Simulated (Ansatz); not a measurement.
# Cs₂SnI₆: field gradients at two levels of theory

Cell: an entry of the Crystallography Open Database (COD), its atoms then relaxed with PBE in this cell.

```cif
data_structure
_symmetry_space_group_name_H-M 'P 1'
_symmetry_Int_Tables_number 1
_cell_length_a 8.2237
_cell_length_b 8.2237
_cell_length_c 8.2237
_cell_angle_alpha 60.000
_cell_angle_beta 60.000
_cell_angle_gamma 60.000
_cell_volume 393.26
loop_
_atom_site_label
_atom_site_type_symbol
_atom_site_fract_x
_atom_site_fract_y
_atom_site_fract_z
_atom_site_occupancy
Cs1 Cs 0.25000 0.25000 0.25000 1
Cs2 Cs 0.75000 0.75000 0.75000 1
Sn3 Sn 0.00000 0.00000 0.00000 1
I4 I 0.75125 0.24875 0.24875 1
I5 I 0.24875 0.75125 0.24875 1
I6 I 0.24875 0.75125 0.75125 1
I7 I 0.75125 0.24875 0.75125 1
I8 I 0.24875 0.24875 0.75125 1
I9 I 0.75125 0.75125 0.24875 1
```

Atom numbers follow the list; atoms alike are taken as one site, whose name carries the number of the first.

First run. The numbers come from a DFT calculation in Ansatz (PBE, plane waves and PAW, scalar-relativistic, 420 eV cutoff, Γ-centred 5×5×5 k-points, Fermi–Dirac smearing 0.02 eV).

| site | atom | V_zz (10²¹ V/m²) | η |
| --- | --- | --- | --- |
| I | 4 | 57.4 | 0.00 |

Second run. The same atoms and settings, except that the functional is LDA.

Problem. What does the second run give?

Solution. 

| site | atom | V_zz | η | change of V_zz |
| --- | --- | --- | --- | --- |
| I | 4 | 57.5 | 0.00 | +0.10 |

The largest change of V_zz is on I, from 57.4 to 57.5. Sites without a gradient aren't listed.

The run finds no gap above 0.1 eV (a metal, or nearly one), so the gradients can move by 10 % or more with the k-mesh. Without spin–orbit coupling the gradients at and beside I can be off by some per cent, at some sites by more. Semilocal functionals make gaps too small and can close them, so the real compound need not be a metal.
